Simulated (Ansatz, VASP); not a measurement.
# GeH (Ge wire along [110], 8 atoms a period, H-terminated): VASP beside Ansatz

Aim: how closely do two programs agree when they are given the same cell, functional and k mesh? The structure shown is the start of the Ansatz relaxation below; VASP solves that cell, so the two are compared at the walk's first step.

Method: plane waves, with VASP 6.6.1 beside it; single point at PBE, in Ansatz 0.2.0.

## Step 1: Starting point

The cell holds 16 atoms: 8 H and 8 Ge. Its edges and angles: a = 15.801 Å, b = 13.420 Å, c = 4.073 Å, α = 90.0°, β = 90.0°, γ = 90.0°. Vacuum lies along a and b. The structure's axis is c.

## Step 2: Ansatz: relaxation, PBE

Ansatz runs on its default PAW (the set named soft_2) files.

The two programs are compared at the cell with which this relaxation starts, whose forces are those of its first step.

input.yaml reads:

```yaml
crystal:
  lattice:
    - [15.801, 0.0, 0.0]
    - [0.0, 13.42, 0.0]
    - [0.0, 0.0, 4.0729350596]
  atoms:
    - { symbol: H, position: [0.215176255, 0.405101902, 0.0] }
    - { symbol: Ge, position: [0.272176851, 0.500015067, 0.0] }
    - { symbol: Ge, position: [0.545577269, 0.348266369, 0.0] }
    - { symbol: H, position: [0.602577865, 0.253353204, 0.0] }
    - { symbol: Ge, position: [0.636710741, 0.500015067, 0.0] }
    - { symbol: Ge, position: [0.363310323, 0.500015067, 0.5] }
    - { symbol: H, position: [0.3974432, 0.253353204, 0.5] }
    - { symbol: H, position: [0.3974432, 0.746676929, 0.5] }
    - { symbol: Ge, position: [0.454443796, 0.348266369, 0.5] }
    - { symbol: Ge, position: [0.454443796, 0.651763765, 0.5] }
    - { symbol: Ge, position: [0.727844214, 0.500015067, 0.5] }
    - { symbol: H, position: [0.78484481, 0.405101902, 0.5] }
    - { symbol: H, position: [0.78484481, 0.594928231, 0.5] }
    - { symbol: H, position: [0.215176255, 0.594928231, 0.0] }
    - { symbol: Ge, position: [0.545577269, 0.651763765, 0.0] }
    - { symbol: H, position: [0.602577865, 0.746676929, 0.0] }
kpoints:
  mp_grid: { grid: [1, 1, 20] }
scf:
  occupations: { method: fermi_dirac, width: 0.05 }
hamiltonian:
  xc: pbe
relax:
  cell: { fix: [a, b, alpha, beta, gamma] }
  max_steps: 45
  f_tol: 0.03
```

Started as:

```sh
$ ansatz run input.yaml --threads 4 --pin off --max-ram 16384MiB --backend cpu --events-out ev --progress --plain --runs-dir out
```

Numbers of over 12 decimals in the logs are rounded to 6 here.

Output:

```text
Engine: ansatz 0.2.0, x86_64-unknown-linux-gnu
Pseudopotentials: kind: paw
Pseudopotential: H, paw, valence charge 1, recommended cutoff 420 eV (normal), H.paw.azcp
Pseudopotential: Ge, paw, valence charge 14, recommended cutoff 420 eV (normal), Ge.paw.azcp
Functional definition: PBE
  parameter kappa = 0.804
  parameter beta = 0.066725
  exchange = pbe_x(kappa = kappa, mu = beta*pi^2/3)
  correlation = pbe_c(beta = beta)
Crystal: 16 atoms, lattice volume = 863.664 Å³
Basis set: ecut = 420 eV, 16929 PW (Γ), exchange–correlation on 216×180×60 points (8 copies of the dense FFT grid, shifted against one another)
Bands: 76, of which v1, the nominal top of the filled ones, is band 60 counted from 1 (59 counted from 0)
Symmetry: 8 space group operations
Space group: Pmma (ITA 51), of the structure as read, at distance tolerance 9.5e-5 Å
k-points: 11 of 20
Non-local potential: H, projectors of the file, l = 0: 2, l = 1: 1
Non-local potential: Ge, projectors of the file, l = 0: 2, l = 1: 2, l = 2: 3, l = 3: 1
PAW form: soft (Blöchl's): semilocal exchange-correlation on the pseudo side does not see the compensation charge
PAW one-centre angular grid: H, 110 points (default); XC on 64 Gauss nodes
PAW one-centre angular grid: Ge, 590 points (default); XC on 64 Gauss nodes
Initial density: superposition of atomic densities (neutral atoms: chi_scale 0, normalization atom), corrected by the library's trained network
Initial wavefunctions: pseudopotential atomic-orbital guess
Functional: x = pbe(κ = 0.804, μ = 0.219515), c = pbe(β = 0.066725)
SCF iter   1: F=—  HF=-34485.024621 eV  |F-HF|=—  |Δ(HF+E_count)|=         —  Δρ=1.17e-3  dr2=2.69e-2  ethr=1.77e-3  ⟨swp⟩=7.1  Hψ=3462  notcnv=0  defer=8
preconditioner: auto → Resta (q_TF=auto, 1.963 Å⁻¹)  ε∞=1.8  [insulator: Δε(μ)=1.857 eV  Ē_g=8.914 eV  σ=0.050 eV  W_gap=1.00  n_scr=110 (ndim 8)  ℏωp=8.0 eV  f_vac=0.671  D(μ)=0.00/eV (n_scr^D=0)  ε∞_Penn≈1.8  vacuum switching on, ρ_ref=5.8e-3 e/Å³]
SCF iter   2: F=—  HF=-34485.022642 eV  |F-HF|=—  |Δ(HF+E_count)|=   1.98e-3  Δρ=6.15e-4  dr2=5.49e-3  ethr=2.24e-5  ⟨swp⟩=2.1  Hψ=1680  notcnv=0  defer=100
SCF iter   3: F=—  HF=-34485.025314 eV  |F-HF|=—  |Δ(HF+E_count)|=   2.67e-3  Δρ=2.35e-4  dr2=1.19e-3  ethr=4.57e-6  ⟨swp⟩=2.0  Hψ=1416  notcnv=0  defer=100
SCF iter   4: F=—  HF=-34485.026872 eV  |F-HF|=—  |Δ(HF+E_count)|=   1.56e-3  Δρ=8.04e-5  dr2=7.17e-5  ethr=9.88e-7  ⟨swp⟩=2.0  Hψ=982  notcnv=0  defer=100
SCF iter   5: F=—  HF=-34485.027200 eV  |F-HF|=—  |Δ(HF+E_count)|=   3.28e-4  Δρ=3.54e-5  dr2=3.38e-5  ethr=5.97e-8  ⟨swp⟩=2.0  Hψ=1425  notcnv=0  defer=100
SCF iter   6: F=—  HF=-34485.027191 eV  |F-HF|=—  |Δ(HF+E_count)|=   8.75e-6  Δρ=1.07e-5  dr2=1.12e-6  ethr=2.81e-8  ⟨swp⟩=2.0  Hψ=1359  notcnv=0  defer=100
SCF iter   7: F=-34485.027196 eV  HF=-34485.027196 eV  |F-HF|=8.05e-8  |Δ(HF+E_count)|=   4.46e-6  Δρ=2.58e-6  dr2=6.28e-8  ethr=8.33e-11  ⟨swp⟩=3.0  Hψ=3155  notcnv=0
SCF 1 converged in 7 iterations: F = -34485.027196 eV  dr2 = 6.28e-8
  greatest PAW one-centre occupation: 0.998 electrons in one spin orbital (limit 2), on the Ge atom at site 10 (counted from 0), in its partial waves of l = 2
relax step   1: F+E_penalty+E_count = -34485.02719581 eV  Δ(F+E_penalty+E_count) = +0.000e0 eV  max|allowed force component| = 2.591e-1 eV/Å  Δτ_max = 0.0000 Å  P = -0.520 GPa  Ω = 863.664 Å³  fix = [a, b, alpha, beta, gamma]  reactions: a -0.554, b -0.609 GPa  (7 SCF iters, dr2 threshold 1.00e-7 eV, accepted)
[...]
relax step   3: F+E_penalty+E_count = -34485.09588739 eV  Δ(F+E_penalty+E_count) = -2.404e-2 eV  max|allowed force component| = 2.611e-2 eV/Å  Δτ_max = 0.0433 Å  P = -0.047 GPa  Ω = 863.044 Å³  energy of the carried Pulay correction = +9.004e-5 eV  fix = [a, b, alpha, beta, gamma]  reactions: a -0.017, b -0.042 GPa  (6 SCF iters, dr2 threshold 1.60e-6 eV, accepted)
[...]
relax step   4: F+E_penalty+E_count = -34485.09706929 eV  Δ(F+E_penalty+E_count) = -1.182e-3 eV  max|allowed force component| = 3.341e-3 eV/Å  Δτ_max = 0.0058 Å  P = -0.001 GPa  Ω = 860.758 Å³  energy of the carried Pulay correction = +4.227e-4 eV  fix = [a, b, alpha, beta, gamma]  reactions: a -0.001, b +0.004 GPa  (6 SCF iters, dr2 threshold 1.66e-8 eV, accepted)
[...]
relax step   5: F+E_penalty+E_count = -34485.09661677 eV  Δ(F+E_penalty+E_count) = +4.525e-4 eV  max|allowed force component| = 3.389e-3 eV/Å  Δτ_max = 0.0000 Å  P = -0.001 GPa  Ω = 860.758 Å³  fix = [a, b, alpha, beta, gamma]  reactions: a -0.000, b +0.003 GPa  stress off target by 4.19e-3 GPa on what of the cell is left free  SCF on the basis re-selected at this cell (its energy is not comparable with the rows above)  (6 SCF iters)
basis re-selected at this cell: Δ(F+E_penalty+E_count) = +4.525e-4 eV, ΔP = -0.000 GPa vs the last step (what re-selecting the basis moved, of the pressure what is left beyond the Pulay correction that the steps carried, after the strain that the cell walked since its last selection, with what the two solves' SCF thresholds leave and, on support functions, any second-order correction that the steps lacked; it is no m [...]
SCF converged after 6 iterations
Free energy (F): -34485.096617 eV
Harris-Foulkes:  -34485.096617 eV  (|F-HF|=6.55e-11)
Internal energy: -34485.096617 eV  (E = F + TS)
E sigma→0 (E₀):  -34485.096617 eV
Fermi energy:    -1.137174 eV
--- Per-component energies (eV) ---
  E_band       = -2349.810055
  E_kinetic    = 992.418184
  E_local      = -60911.284001  (includes V_loc(G=0)·N_el)
  E_nonlocal   = 3366.905118
  E_hartree    = 28663.127538
  E_xc         = -670.900470
  E_vxc        = -602.204056  (∫ρ·V_xc dr)
  E_paw        = -16170.361166  (= ΣΔE_a)
  E_vpaw       = -2521.892831  (= ΣTr[D̂ρ^β])
  E_aug_tail   = -0.007779  (compensation charges beyond the density's cutoff)
  E_ewald      = 10245.005959
  E_smearing   = -0.000000  (= −TS)
  E_closure    = 0.000000  (closes the sum)
  Σ components = -34485.096617   (vs F -34485.096617, Δ=0.00e0)
--- Forces (eV/Å), atoms counted from 1 ---
  atom   1  H     -0.00155640    -0.00001629    -0.00000000
  atom   2  Ge     0.00338948     0.00000000     0.00000000
  atom   3  Ge    -0.00018009     0.00018178    -0.00000000
  atom   4  H     -0.00044954    -0.00025075    -0.00000000
  atom   5  Ge    -0.00091808    -0.00000000    -0.00000000
  atom   6  Ge     0.00091808     0.00000000     0.00000000
  atom   7  H      0.00044954    -0.00025075     0.00000000
  atom   8  H      0.00044954     0.00025075     0.00000000
  atom   9  Ge     0.00018009     0.00018178     0.00000000
  atom  10  Ge     0.00018009    -0.00018178     0.00000000
  atom  11  Ge    -0.00338948    -0.00000000    -0.00000000
  atom  12  H      0.00155640    -0.00001629     0.00000000
  atom  13  H      0.00155640     0.00001629     0.00000000
  atom  14  H     -0.00155640     0.00001629    -0.00000000
  atom  15  Ge    -0.00018009    -0.00018178    -0.00000000
  atom  16  H     -0.00044954     0.00025075    -0.00000000
  max |Σ_I F_I| component: 2.17e-19 eV/Å
--- Stress (GPa, compression-positive) ---
       -0.000356       0.000000      -0.000000
        0.000000       0.003012       0.000000
       -0.000000       0.000000      -0.004190
  P = ⅓ Tr σ = -0.0005 GPa (-0.005 kbar)
--- Relaxed structure (4 steps of the walk, 4 accepted, 1 SCFs on fresh bases) ---
  F+E_penalty+E_count = -34485.09661677 eV   max|allowed force component| = 3.389e-3 eV/Å   (the final SCF, on the basis selected at the relaxed cell)
  cell:  # Å, volume = 860.7580 Å³
    - [15.801, 0, 0]
    - [0, 13.42, 0]
    - [0, 0, 4.059233]
  atoms:
    - { symbol: H, position: [0.217872, 0.407012, 0.0] }
    - { symbol: Ge, position: [0.275915, 0.50001506675, 0.0] }
    - { symbol: Ge, position: [0.544142, 0.352100, 0.0] }
    - { symbol: H, position: [0.600892, 0.257402, 0] }
    - { symbol: Ge, position: [0.636067, 0.50001506675, 0] }
    - { symbol: Ge, position: [0.363954, 0.50001506675, 0.5] }
    - { symbol: H, position: [0.399129, 0.257402, 0.5] }
    - { symbol: H, position: [0.399129, 0.742628, 0.5] }
    - { symbol: Ge, position: [0.455879, 0.352100, 0.5] }
    - { symbol: Ge, position: [0.455879, 0.647930, 0.5] }
    - { symbol: Ge, position: [0.724106, 0.50001506675, 0.5] }
    - { symbol: H, position: [0.782149, 0.407012, 0.5] }
    - { symbol: H, position: [0.782149, 0.593018, 0.5] }
    - { symbol: H, position: [0.217872, 0.593018, 0.0] }
    - { symbol: Ge, position: [0.544142, 0.647930, 0] }
    - { symbol: H, position: [0.600892, 0.742628, 0] }
```

(Part 1 of 2 ends here.)

[Lines on the potential files, build, host, timing and source positions are cut from VASP's logs without a mark.]

[Logs are printed without paths, hosts, clocks, repeated set-up lines and the standing remarks that a program may print on its own settings, such as how far it seeks lower states.]

[Hosts, paths, dates, database ids (printed as entryN), source tags and the programs' standing remarks are cut or masked in the printed files.]
